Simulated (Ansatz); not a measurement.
Results of PBE-D4 (plane waves, PAW; Ansatz, a quantum-chemistry and plane-wave program) for cubic perovskite LaAlO3 (cubic high-temperature phase).

Settings: plane-wave cutoff 500 eV, 8×8×8 k mesh, gaussian smearing 0.02 eV, scalar-relativistic PAW data made under PBE.

Computed at the level's own relaxed cell.

**Question.** Estimate the volume per atom, lattice parameter a and band gap that the calculation returns.

**Answer.** 
* **volume per atom**: 10.85 Å³/atom
* **lattice parameter a**: 3.786 Å
* **band gap**: 3.54 eV (on the SCF k mesh)

Note: the relaxation could not lower the start's symmetry, so the cell can be a saddle point above a distorted one.

Spin–orbit coupling is not included.

Computed values are for the static lattice.

Computing time: very roughly 10 core-seconds.
